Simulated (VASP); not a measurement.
Wanted: the native input for a VASP 6.6.1 run.

```
Task                   : single point
Functional             : LDA
Potentials or basis    : VASP PAW LDA potentials, release 64 (O)
Cutoff                 : 520 eV
k mesh                 : 1 × 1 × 1
Occupations            : fermi-dirac, width 0.002 eV
Spin                   : collinear spin, typed start
Starting moments       : [1.0, 1.0, 1.0, 1.0, 1.0, 1.0, 1.0, 1.0, 1.0, 1.0, 1.0, 1.0, 1.0, 1.0, 1.0, 1.0] μB
Dipole correction      : no
Further INCAR settings : LREAL = Auto; ALGO = Normal; EDIFF = 1e-06; NBANDS = 66
```

The structure of O lies in POSCAR:

```
O
1.0
    7.8772940000      0.0000000000      0.0000000000
    0.0000000000      7.8772940000      0.0000000000
    0.0000000000      0.0000000000      7.8772940000
O
16
Direct
    0.4684603621      0.3402564383      0.8691690319
    0.4182527655      0.2038771182      0.8022298012
    0.1267186422      0.3633481244      0.6084195918
    0.2372769126      0.4487835544      0.5454284174
    0.5092992594      0.9195670493     -0.0158430040
    0.4716213461      0.9106680543      0.1312125712
    0.7426915893      0.5698022697      0.7464111407
    0.7982436608      0.4347812840      0.7856505038
   -0.0734643140      0.2511268464      0.3036702705
    0.0049255493      0.1539107211      0.2195677856
    0.9049300432      0.5993047866      0.1949273443
    0.8171460910      0.6947563465      0.1166771229
    0.6486110586      0.7933561957      0.4659721981
    0.5598876975      0.9152889304      0.4835289885
    0.2308533870      0.5822303954     -0.0139895756
    0.1314283814      0.5789043801     -0.1295241742
```

The cell was built by a generator and needn't be a form met in nature.

These files were run (other wordings do the same):

INCAR

```
PREC = Accurate
ENCUT = 520
EDIFF = 1E-6
ISMEAR = -1
SIGMA = 0.002
LREAL = Auto
LASPH = T
NELM = 150
ALGO = Normal
ISIF = 2
LWAVE = F
LCHARG = F
ISPIN = 2
MAGMOM = 1 1 1 1 1 1 1 1 1 1 1 1 1 1 1 1
LORBIT = 11
GGA = CA
NBANDS = 66
```

KPOINTS

```
Automatic mesh
0
Gamma
  1 1 1
```

Potentials or basis: VASP PAW LDA potentials, release 64 (O).

The run is started by

```console
$ cat potpaw_LDA.64/O/POTCAR > POTCAR
$ mpirun -np 1 vasp_gam > vasp.out
```

Results of the run:

| Item | Value |
| --- | --- |
| Pressure | 1.4 GPa |
| Largest force | 3.132 eV/Å |
| Band gap on the k mesh | 1.03 eV, direct |
| Net moment | 16.00 μB per cell |
| Site moments | O +0.81, +0.80 μB |
| Valence electrons inside the program's atomic spheres | O 4.83, 4.91, 4.92, 4.93, 4.94, 4.95 |

Caveat: the standard files for N, O and F lose accuracy on very short bonds.

It took 40 s on 1 thread of Intel(R) Xeon(R) 6975P-C (Granite Rapids) (shared host), peak memory 0.37 GiB.
